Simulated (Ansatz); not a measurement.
The system is Sb.

```
CELL_PARAMETERS angstrom
3.20321 0.01770 0.03309
0.01770 3.14313 -0.01094
0.03309 -0.01094 3.13459
ATOMIC_POSITIONS crystal
Sb 0.00000 0.00000 0.00000
```

The cell isn't the ideal one: cell strained at random at fixed volume.

- Program: Ansatz 0.2.0
- Task: relaxation of cell and atoms
- Functional: PBEsol
- Dispersion: D3(BJ)+ATM
- Potentials or basis: all-electron LAPW, point nuclei
- Basis error allowed: 0.002 eV/atom
- k mesh: 6 × 6 × 6
- Occupations: fermi-dirac, width 0.15 eV
- Spin: spin-orbit coupling, no magnetisation

At the start: volume 31.55 Å³/atom.

Q: How do energy, volume and symmetry change on relaxing?

A: Over 6 steps the energy falls by 83.0 meV/atom and the volume is 27.79 Å³/atom (-11.9 %); space group Pm-3m (No. 221, to 0.05 Å).

Step by step:
```csv
step,energy change (eV),largest force (eV/Å),volume (Å³)
1,0.0000,0.0000,31.55
2,-0.0814,0.0000,27.53
3,-0.0826,0.0000,27.84
4,-0.0830,0.0000,27.82
5,-0.0830,0.0000,27.79
6,-0.0830,0.0000,27.79
```

Final structure:
```cif
data_structure
_symmetry_space_group_name_H-M 'P 1'
_symmetry_Int_Tables_number 1
_cell_length_a 3.0291
_cell_length_b 3.0287
_cell_length_c 3.0288
_cell_angle_alpha 90.004
_cell_angle_beta 89.993
_cell_angle_gamma 89.996
_cell_volume 27.79
loop_
_atom_site_label
_atom_site_type_symbol
_atom_site_fract_x
_atom_site_fract_y
_atom_site_fract_z
_atom_site_occupancy
Sb1 Sb 0.00000 0.00000 0.00000 1
```
